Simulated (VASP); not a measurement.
**BaTe under changes of volume**

One of the cells (39.496 Å³/atom); the others are scaled copies at fixed shape and fractional positions:

```
CELL_PARAMETERS angstrom
4.29070 0.00000 0.00000
0.00000 4.29070 0.00000
0.00000 0.00000 4.29070
ATOMIC_POSITIONS crystal
Ba 0.00000 0.00000 0.00000
Te 0.50000 0.50000 0.50000
```

The cell comes from a database or a generator and needn't be the stable form of this composition.

```yaml
Program: VASP 6.6.1
Functional: PBE
Potentials_or_basis: VASP PAW PBE potentials, release 64 (Ba_sv, Te)
Cutoff: 520 eV
k_mesh: 6 × 6 × 6
Occupations: fermi-dirac, width 0.05 eV
Spin: no spin polarisation
```

```csv
volume (Å³/atom),energy over the lowest point (meV/atom),pressure (GPa),gap on the mesh (eV)
36.398,?,?,?
37.173,6.07,1.5,0.68
37.947,0.72,0.7,0.74
39.496,0.00,-0.6,0.83
40.270,3.97,-1.1,0.87
41.045,10.43,-1.6,0.91
```

Q: What does the run at 36.398 Å³/atom give?

A: Energy over the lowest point 15.26 meV/atom; pressure 2.3 GPa; gap on the mesh 0.63 eV.

Worked out: A Birch-Murnaghan fit of order 3 (a polynomial in V^(-2/3)) to the other rows has its minimum at 38.80 Å³/atom with B0 = V·E''(V) = 32 GPa and B' = 4.4. It gives 15.28 meV/atom at 36.398 Å³/atom, against the run's 15.26, and -dE/dV = 2.3 GPa, against 2.3. A straight line through the other rows of the gap, of slope 2.29 eV per unit of ln V, extrapolates to 0.64 eV, against the run's 0.63.

Energies are extrapolated to zero smearing.

Caveats: spin-orbit coupling is left out, which moves the levels of the heavy elements.

A mesh can miss the band edges.
